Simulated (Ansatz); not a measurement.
ZnAu (Pm-3m)

Theory: DFT PBE, scalar-relativistic, plane waves, PAW in Ansatz 0.2.0.

Cutoff 420 eV; k points 14×14×14 on the computed 2-atom cell (Γ-centred); Gaussian smearing, width 0.10 eV; no spin polarisation.

The structure is relaxed at this level of theory with its symmetry kept. Whether it is the stable form of this composition wasn't checked.

```xyz
2
Lattice="3.1867 0.0000 0.0000 0.0000 3.1867 0.0000 0.0000 0.0000 3.1867" Properties=species:S:1:pos:R:3 pbc="T T T"
Zn    1.5933    1.5933    1.5933
Au    0.0000    0.0000    0.0000
```

- Space group: Pm-3m (No. 221)
- Volume per atom: 109.2 bohr³
- Formation energy from the elements' standard states (uncorrected): -0.211 eV/atom
- Kohn–Sham band gap: none (metal)
- Density of states at the Fermi level: 0.50 states/eV per cell
- Bulk modulus: 116 GPa
- Its pressure derivative: 5.5
- Bader charges (e): Zn (1 in the cell) 0.58, Au (1 in the cell) -0.58

Spin-orbit coupling is left out, which matters for the bands of heavy elements.